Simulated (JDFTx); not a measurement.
CdO (Monteponite), 2 atoms in the cell. The structure is cubic, space group Fm-3m (No. 225). Conventional cell: a = 4.699 Å, b = 4.699 Å, c = 4.699 Å, α = 90.00°, β = 90.00°, γ = 90.00°. Cd (site symmetry m-3m) has 6 O at 2.35 Å as nearest neighbours. O (site symmetry m-3m) has 6 Cd at 2.35 Å as nearest neighbours. 

```yaml
Program: JDFTx 1.7.0 (patched build)
Task: single point
Functional: LDA
Potentials_or_basis: PseudoDojo-SR-LDA-0.4.1-standard with smoothed tails
Cutoff: 1388 eV
Density_cutoff: 11102 eV
k_mesh: 10 × 10 × 10
Occupations: fermi-dirac, width 0.05 eV
Spin: no spin polarisation
Local_potential_set_to_-Z/r_beyond: 6 bohr
Bands: 19
Density_cutoff_over_wavefunction_cutoff: 8
Max_SCF_steps: 100
SCF_threshold_on_the_energy: 1e-09 Ha
Solver_of_the_electrons: scf
Further_solve_for_the_empty_bands: yes
```

Potentials or basis: PseudoDojo-SR-LDA-0.4.1-standard with smoothed tails.

The run is started by

```bash
$ jdftx -c 1 -i CdO.in -o CdO.out
```

Hardware: 1 thread of Arm Neoverse V1 (shared host).

Question: How long does it take, and how much memory?

Answer: Run time: 4.2 min on 1 thread of Arm Neoverse V1, with other jobs on the host, peak memory 0.16 GiB. Counts: scf iterations 16, bands 19, k points 47, plane waves 3044.
